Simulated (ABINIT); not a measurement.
MgS:

```
S Mg
1.0
     0.00000    2.83312    2.83312
     2.83312    0.00000    2.83312
     2.83312    2.83312    0.00000
S Mg
1 1
Direct
  0.25000 0.25000 0.25000
  0.00000 0.00000 0.00000
```

The cell comes from a database or a generator and needn't be the stable form of this composition.

Base run:

* Program: ABINIT 10.8.3 (patched build)
* Functional: LDA
* Potentials or basis: JTH PAW PBE v2.0
* Cutoff: 653 eV
* k mesh: 8 × 8 × 8
* Occupations: fermi-dirac, width 0.05 eV
* Spin: no spin polarisation

Its results: band gap on the k mesh 3.17 eV, direct; pressure -1.9 GPa.

Problem. After a change of settings the same cell gave: band gap on the k mesh 3.28 eV, direct; pressure -0.3 GPa. Which change was it?
A. functional from LDA to PBEsol
B. functional from LDA to AM05
C. functional from LDA to r2SCAN
D. functional from LDA to RPBE

Solution. A.

PBEsol binds less tightly than LDA, so the same cell stands under more pressure.

Caveats: the PAW data sets were made with another functional, which shifts forces and pressure a little.

Runs at the PBE level aren't shown here.
